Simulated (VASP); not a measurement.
# GaP (F-43m) in VASP: notebook

One crystal, GaP, is run at these levels: PBE; tasks: relaxation of cell and atoms.

Program: VASP 6.6.1. These are calculated values, not measurements. Logs are shortened: lines on timing, memory, paths and dates and some standing lists are left out, and cuts for length are marked.

### Step 1. The structure

The structure is cubic, space group F-43m (No. 216). Conventional cell: a = 5.451 Å, b = 5.451 Å, c = 5.451 Å, α = 90.00°, β = 90.00°, γ = 90.00°. Ga (site symmetry -43m) is surrounded by 4 P at 2.36 Å. P (site symmetry -43m) is surrounded by 4 Ga at 2.36 Å.

### Step 2. Relaxation of cell and atoms, PBE

INCAR reads:

```
PREC = Accurate ; ENCUT = 520
EDIFF = 1E-7 ; ISMEAR = 0
SIGMA = 0.02 ; LREAL = False
LASPH = True ; NELM = 80
ALGO = Fast ; ISIF = 3
LWAVE = False ; LCHARG = False
GGA = PE ; IBRION = 2
NSW = 80 ; EDIFFG = -0.002
```

KPOINTS reads:

```
Automatic mesh
0
Gamma
  2 2 2
```

POSCAR reads:

```
GaP
1.0
    0.0000000000      2.7252500000      2.7252500000
    2.7252500000      0.0000000000      2.7252500000
    2.7252500000      2.7252500000      0.0000000000
Ga P
1 1
Direct
    0.0000000000      0.0000000000      0.0000000000
    0.2500000000      0.2500000000      0.2500000000
```

Potentials or basis: VASP PAW PBE potentials, release 64 (Ga_d, P).

On the command line:

```console
$ cat potpaw_PBE.64/Ga_d/POTCAR potpaw_PBE.64/P/POTCAR > POTCAR
$ mpirun -np 1 vasp_std > vasp.out
```

OUTCAR:

```text
PREC = Accurate
   ENCUT = 520
   EDIFF = 1E-7
   ISMEAR = 0
   LREAL = False
   LASPH = True
   NELM = 80
   ISIF = 3
   GGA = PE
   IBRION = 2
   NSW = 80
   EDIFFG = -0.002

 ion  position               nearest neighbor table
   1  0.000  0.000  0.000-   2 2.36   2 2.36   2 2.36   2 2.36
   2  0.250  0.250  0.250-   1 2.36   1 2.36   1 2.36   1 2.36

  LATTYP: Found a face centered cubic cell.
 ALAT       =     5.4505000000

  Lattice vectors:

 A1 = (   0.0000000000,   2.7252500000,   2.7252500000)
 A2 = (   2.7252500000,   0.0000000000,   2.7252500000)
 A3 = (   2.7252500000,   2.7252500000,   0.0000000000)

Analysis of symmetry for initial positions (statically):
=====================================================================
 Subroutine PRICEL returns:
 Original cell was already a primitive cell.

 Routine SETGRP: Setting up the symmetry group for a
 face centered cubic supercell.

 Subroutine GETGRP returns: Found 24 space group operations
 (whereof 24 operations were pure point group operations)
 out of a pool of 48 trial point group operations.

The static configuration has the point symmetry T_d .

Analysis of symmetry for dynamics (positions and initial velocities):
=====================================================================
 Subroutine PRICEL returns:
 Original cell was already a primitive cell.

 Routine SETGRP: Setting up the symmetry group for a
 face centered cubic supercell.

 Subroutine GETGRP returns: Found 24 space group operations
 (whereof 24 operations were pure point group operations)
 out of a pool of 48 trial point group operations.

The dynamic configuration has the point symmetry T_d .

 Subroutine INISYM returns: Found 24 space group operations
 (whereof 24 operations are pure point group operations),
 and found     1 'primitive' translations

----------------------------------------------------------------------------------------

                                     Primitive cell

  volume of cell :      40.4808

  direct lattice vectors                    reciprocal lattice vectors
     0.000000000  2.725250000  2.725250000    -0.183469406  0.183469406  0.183469406
     2.725250000  0.000000000  2.725250000     0.183469406 -0.183469406  0.183469406
     2.725250000  2.725250000  0.000000000     0.183469406  0.183469406 -0.183469406

  length of vectors
     3.854085511  3.854085511  3.854085511     0.317778334  0.317778334  0.317778334

  position of ions in fractional coordinates (direct lattice)
     0.000000000  0.000000000  0.000000000
     0.250000000  0.250000000  0.250000000

  ion indices of the primitive-cell ions
   primitive index   ion index
                 1           1
                 2           2

----------------------------------------------------------------------------------------

 KPOINTS: Automatic mesh

Automatic generation of k-mesh.
 Grid dimensions read from file:
 generate k-points for:    2    2    2

 Generating k-lattice:

  Cartesian coordinates                     Fractional coordinates (reciprocal lattice)
    -0.091734703  0.091734703  0.091734703     0.500000000  0.000000000  0.000000000
     0.091734703 -0.091734703  0.091734703     0.000000000  0.500000000  0.000000000
     0.091734703  0.091734703 -0.091734703     0.000000000  0.000000000  0.500000000

  Length of vectors
     0.158889167  0.158889167  0.158889167

  Shift w.r.t. Gamma in fractional coordinates (k-lattice)
     0.000000000  0.000000000  0.000000000

 Subroutine IBZKPT returns following result:
 ===========================================

 Found      3 irreducible k-points:

 Following reciprocal coordinates:
            Coordinates               Weight
  0.000000  0.000000  0.000000      1.000000
  0.500000  0.000000  0.000000      4.000000
  0.500000  0.500000  0.000000      3.000000
   k-points           NKPTS =      3   k-points in BZ     NKDIM =      3   number of bands    NBANDS=     13
   number of dos      NEDOS =    301   number of ions     NIONS =      2
   total plane-waves  NPLWV =  27000
   dimension x,y,z NGX =    30 NGY =   30 NGZ =   30
   dimension x,y,z NGXF=    60 NGYF=   60 NGZF=   60
   ions per type =               1   1
   NGX,Y,Z   is equivalent  to a cutoff of  12.94, 12.94, 12.94 a.u.
   NGXF,Y,Z  is equivalent  to a cutoff of  25.88, 25.88, 25.88 a.u.
 SYSTEM =  unknown system
   PREC   = accura    normal or accurate (medium, high low for compatibility)
   ISTART =      0    job   : 0-new  1-cont  2-samecut
   ICHARG =      2    charge: 1-file 2-atom 10-const
   ISPIN  =      1    spin polarized calculation?
   LNONCOLLINEAR =      F non collinear calculations
   LSORBIT =      F    spin-orbit coupling
   LASPH  =      T    aspherical Exc in radial PAW
   ENCUT  =  520.0 eV  38.22 Ry    6.18 a.u.   7.17  7.17  7.17*2*pi/ulx,y,z
   NELM   =     80;   NELMIN=  2; NELMDL= -5     # of ELM steps
   EDIFF  = 0.1E-06   stopping-criterion for ELM
   LREAL  =      F    real-space projection
   EDIFFG = -.2E-02   stopping-criterion for IOM
   NSW    =     80    number of steps for IOM
   IBRION =      2    ionic relax: 0-MD 1-quasi-New 2-CG
   NFREE  =      1    steps in history (QN), initial steepest desc. (CG)
   ISIF   =      3    stress and relaxation
   ISYM   =      2    0-nonsym 1-usesym 2-fastsym
   POTIM  = 0.5000    time-step for ionic-motion
   TEBEG  =    0.0;   TEEND  =   0.0 temperature during run
   PSTRESS=    0.0 pullay stress
   NELECT =      18.0000    total number of electrons
   NUPDOWN=      -1.0000    fix difference up-down
   EMIN   =  10.00;   EMAX   =-10.00  energy-range for DOS
   EFERMI =   0.00;   METHOD = LEGACY
   ISMEAR =     0;   SIGMA  =   0.02  broadening in eV -4-tet -1-fermi 0-gaus
   EFERMI_NEDOS =   21; number of points for ismear=-14 and -15
   IALGO  =     68    algorithm
   IMIX   =      4    mixing-type and parameters
     AMIX     =   0.40;   BMIX     =  1.00
     AMIX_MAG =   1.60;   BMIX_MAG =  1.00
  volume/ion in A,a.u.               =      20.24       136.59
  Fermi-wavevector in a.u.,A,eV,Ry     =   1.249538  2.361284 21.243377  1.561344
  Thomas-Fermi vector in A             =   2.383574
   LORBIT       =      0    0 simple, 1 ext, 2 COOP (PROOUT), +10 PAW based schemes
   GGA     = PE    functional components
   LHFCALC =     F    Hartree Fock is set to
   AEXX    =    0.0000 exact exchange contribution
   IVDW    =     0    specifies the selected vdW correction
   LEPSILON=     F    determine dielectric tensor
   LRPA    =     F    only Hartree local field effects (RPA)
 conjugate gradient relaxation of ions
 non-spin polarized calculation
 RMM-DIIS sequential band-by-band and
 Gauss-broadening in eV      SIGMA  =   0.02
  energy-cutoff  :      520.00
  volume of cell :       40.48
 maximum number of plane-waves:      1106
 NGX is ok and might be reduce to    30
   NGX = 15   NGY = 15   NGZ = 15

--------------------------------------- Ionic step        1  -------------------------------------------

 number of electron      17.9999989 magnetization

 Free energy of the ion-electron system (eV)
  ---------------------------------------------------
  ext. energy  EPLUGINS =         0.00000000
  ---------------------------------------------------
  free energy    TOTEN  =        -6.88455900 eV

  energy without entropy =       -6.88455900  energy(sigma->0) =       -6.88455900

 E-fermi :   5.1973     XC(G=0):  -9.6411

 val. band max:        5.0262118757   @ k =   0.0000   0.0000   0.0000
 cond. band min:       6.4870345628   @ k =   0.5000   0.5000   0.0000
 fundamental gap:      1.4608226871
 Fermi energy:         5.1973117823

 k-point     1 :       0.0000    0.0000    0.0000
  band No.  band energies     occupation
      1      -9.9069      2.00000
      2      -9.9069      2.00000
      3      -9.9069      2.00000
      4      -9.8183      2.00000
      5      -9.8183      2.00000
      6      -7.5326      2.00000
      7       5.0262      2.00000
      8       5.0262      2.00000
      9       5.0262      2.00000
     10       6.7851      0.00000
     11       8.6717      0.00000
     12       8.6717      0.00000
     13       8.6717      0.00000

 k-point     2 :       0.5000    0.0000    0.0000
  band No.  band energies     occupation
      1      -9.9739      2.00000
      2      -9.8839      2.00000
      3      -9.8839      2.00000
      4      -9.8101      2.00000
      5      -9.8101      2.00000
      6      -5.4245      2.00000
      7      -1.7701      2.00000
      8       3.8575      2.00000
      9       3.8575      2.00000
     10       6.5579      0.00000
     11       9.5249      0.00000
     12       9.5249      0.00000
     13      13.2196      0.00000
[... 171 lines left out ...]
 VOLUME and BASIS-vectors are now :
 -----------------------------------------------------------------------------
  energy-cutoff  :      520.00
  volume of cell :       45.07
      direct lattice vectors                 reciprocal lattice vectors
     0.000000000  2.824634282  2.824634282    -0.177014066  0.177014066  0.177014066
     2.824634282  0.000000000  2.824634282     0.177014066 -0.177014066  0.177014066
     2.824634282  2.824634282  0.000000000     0.177014066  0.177014066 -0.177014066

 POSITION                                       TOTAL-FORCE (eV/Angst)
 -----------------------------------------------------------------------------------
      0.00000      0.00000      0.00000        -0.000000     -0.000000     -0.000000
      1.41232      1.41232      1.41232         0.000000      0.000000      0.000000
 -----------------------------------------------------------------------------------
    total drift:                                0.000002      0.000002      0.000002

  FREE ENERGIE OF THE ION-ELECTRON SYSTEM (eV)
  ---------------------------------------------------
  free  energy   TOTEN  =        -7.0073282943 eV

  energy  without entropy=       -7.0073282943  energy(sigma->0) =       -7.00732829

--------------------------------------- Ionic step        6  -------------------------------------------

 number of electron      17.9999997 magnetization

 Free energy of the ion-electron system (eV)
  ---------------------------------------------------
  ext. energy  EPLUGINS =         0.00000000
  ---------------------------------------------------
  free energy    TOTEN  =        -7.00733118 eV

  energy without entropy =       -7.00733118  energy(sigma->0) =       -7.00733118

 E-fermi :   4.0813     XC(G=0):  -9.1531

 val. band max:        3.9835007210   @ k =   0.0000   0.0000   0.0000
 cond. band min:       4.8461319817   @ k =   0.0000   0.0000   0.0000
 fundamental gap:      0.8626312607
 Fermi energy:         4.0813006497

 k-point     1 :       0.0000    0.0000    0.0000
  band No.  band energies     occupation
      1     -10.8394      2.00000
      2     -10.8394      2.00000
      3     -10.8394      2.00000
      4     -10.7778      2.00000
      5     -10.7778      2.00000
      6      -7.8047      2.00000
      7       3.9835      2.00000
      8       3.9835      2.00000
      9       3.9835      2.00000
     10       4.8461      0.00000
     11       7.6314      0.00000
     12       7.6314      0.00000
     13       7.6314      0.00000

 k-point     2 :       0.5000    0.0000    0.0000
  band No.  band energies     occupation
      1     -10.8811      2.00000
      2     -10.8234      2.00000
      3     -10.8234      2.00000
      4     -10.7721      2.00000
      5     -10.7721      2.00000
      6      -6.0217      2.00000
      7      -2.2507      2.00000
      8       2.9642      2.00000
      9       2.9642      2.00000
     10       5.1815      0.00000
     11       8.4874      0.00000
     12       8.4874      0.00000
     13      11.9430      0.00000
[... 27 lines left out ...]
 VOLUME and BASIS-vectors are now :
 -----------------------------------------------------------------------------
  energy-cutoff  :      520.00
  volume of cell :       45.10
      direct lattice vectors                 reciprocal lattice vectors
     0.000000000  2.825163029  2.825163029    -0.176980937  0.176980937  0.176980937
     2.825163029  0.000000000  2.825163029     0.176980937 -0.176980937  0.176980937
     2.825163029  2.825163029  0.000000000     0.176980937  0.176980937 -0.176980937

 POSITION                                       TOTAL-FORCE (eV/Angst)
 -----------------------------------------------------------------------------------
      0.00000      0.00000      0.00000         0.000000      0.000000      0.000000
      1.41258      1.41258      1.41258        -0.000000     -0.000000     -0.000000
 -----------------------------------------------------------------------------------
    total drift:                                0.000002      0.000002      0.000002

  FREE ENERGIE OF THE ION-ELECTRON SYSTEM (eV)
  ---------------------------------------------------
  free  energy   TOTEN  =        -7.0073311799 eV

  energy  without entropy=       -7.0073311799  energy(sigma->0) =       -7.00733118

 reached required accuracy - stopping structural energy minimisation
```

Run time: 16 s. Hardware: 1 thread of Intel Xeon Platinum 8488C (Sapphire Rapids), shared host; peak memory 0.16 GiB.

Results:

```yaml
Free_energy: -7.0073 eV
Relaxed_volume: 22.55 Å³/atom
Relaxed_cell: a = 3.995 Å, b = 3.995 Å, c = 3.995 Å, α = 60.00°, β = 60.00°, γ = 60.00°
Space_group_after_relaxing_to_0.05_Å: F-43m (No. 216)
Energy_gained_by_relaxing: 61.4 meV/atom
Ionic_steps: 6
Pressure_after_relaxing: 0.0 GPa
Band_gap_on_the_k_mesh: 0.86 eV, direct
```

Step by step:
| step | energy change (eV) | largest force (eV/Å) | pressure (GPa) | volume (Å³) |
| --- | --- | --- | --- | --- |
| 1 | 0.0000 | 0.0000 | 9.41 | 40.48 |
| 2 | -0.0905 | 0.0000 | -3.54 | 47.86 |
| 3 | -0.1228 | 0.0000 | 0.04 | 45.09 |
| 4 | -0.1227 | 0.0000 | -0.13 | 45.19 |
| 5 | -0.1228 | 0.0000 | 0.05 | 45.07 |
| 6 | -0.1228 | 0.0000 | 0.00 | 45.10 |

Final structure:
```
Ga P
1.0
     0.00000    2.82516    2.82516
     2.82516    0.00000    2.82516
     2.82516    2.82516    0.00000
Ga P
1 1
Direct
  0.00000 0.00000 0.00000
  0.25000 0.25000 0.25000
```

Caveat: the k mesh is coarse (spacing up to 1.00 Å⁻¹), so the values aren't converged; the volume moved by +11 % from the deposited cell, more than functionals usually miss.

### Step 3. Relaxation of cell and atoms, PBE

This run uses another cell than the first one, of 22.55 Å³/atom, 1.114 times its volume.

INCAR is that of step 2.

KPOINTS is that of step 2.

POSCAR reads:

```
GaP                                     
1.0
    0.0000000000      2.8251630287      2.8251630287
    2.8251630287      0.0000000000      2.8251630287
    2.8251630287      2.8251630287      0.0000000000
  Ga              P             
     1     1
Direct
     0.0000000000000000    0.0000000000000000    0.0000000000000000
     0.2500000000000000    0.2500000000000000    0.2500000000000000
```

Potentials or basis: VASP PAW PBE potentials, release 64 (Ga_d, P).

On the command line:

```console
$ cat potpaw_PBE.64/Ga_d/POTCAR potpaw_PBE.64/P/POTCAR > POTCAR
$ mpirun -np 1 vasp_std > vasp.out
```

Wall time 9.1 s (1 thread of Intel Xeon Platinum 8488C (Sapphire Rapids), shared host); peak memory 0.16 GiB.

The run converged. Its results:

```
Free energy                            : -7.0081 eV
Relaxed volume                         : 22.56 Å³/atom
Relaxed cell                           : a = 3.996 Å, b = 3.996 Å, c = 3.996 Å, α = 60.00°, β = 60.00°, γ = 60.00°
Space group after relaxing (to 0.05 Å) : F-43m (No. 216)
Energy gained by relaxing              : 0.0 meV/atom
Ionic steps                            : 4
Pressure after relaxing                : 0.0 GPa
Band gap on the k mesh                 : 0.86 eV, direct
```

Final structure:
```
CELL_PARAMETERS angstrom
0.00000 2.82565 2.82565
2.82565 0.00000 2.82565
2.82565 2.82565 0.00000
ATOMIC_POSITIONS crystal
Ga 0.00000 0.00000 0.00000
P 0.25000 0.25000 0.25000
```

Levels at points of the mesh, in eV from the valence-band top:
| k point | band 6 | band 7 | band 8 | band 9 | band 10 | band 11 | band 12 | band 13 |
| --- | --- | --- | --- | --- | --- | --- | --- | --- |
| (0.00, 0.00, 0.00) | -11.78 | 0.00 | 0.00 | 0.00 | 0.86 | 3.65 | 3.65 | 3.65 |
| (0.50, 0.00, 0.00) | -10.00 | -6.23 | -1.02 | -1.02 | 1.20 | 4.50 | 4.50 | 7.96 |
| (0.50, 0.50, 0.00) | -9.19 | -6.49 | -2.42 | -2.42 | 1.67 | 1.74 | 9.64 | 9.64 |

Caveat: the k mesh is coarse (spacing up to 0.96 Å⁻¹), so the values aren't converged.
